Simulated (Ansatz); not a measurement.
Here is an Ansatz 0.2.0 calculation.

input.yaml

```yaml
crystal:
  lattice:
    - [-0.000931, 3.312982, 3.284596]
    - [3.2315, 0.027083, 3.256582]
    - [3.316113, 3.369582, -0.05753]
  atoms:
    - { symbol: Br, position: [0.5, 0.5, 0.5] }
    - { symbol: K, position: [0.0, 0.0, 0.0] }
hamiltonian:
  xc: pbesol
  pseudopotentials: { kind: paw_fr }
magnetization:
  noncollinear: true
  spin_orbit: true
kpoints:
  mp_grid: { grid: [6, 6, 5] }
scf:
  occupations: { method: methfessel_paxton, width: 0.1 }
output:
  forces: true
  stress: true
  eigenvalues: true
```

Potentials or basis: Ansatz PAW.

Launch:

```sh
$ ansatz run input.yaml --threads 1 --pin off --max-ram 2560MiB --backend cpu --events-out ev --progress --plain --runs-dir out
```

(1) Estimate the pressure.

(2) Predict the band gap on the k mesh.

## Answers

(1) -0.3 GPa.

(2) 4.09 eV, direct.

Caveat: odd divisions of the mesh miss points on the zone boundary, where band edges often lie, so the gap on the mesh can be too wide; the PAW data sets come from PBE, with cores solved anew for the run's functional, which leaves a small shift of forces and pressure.
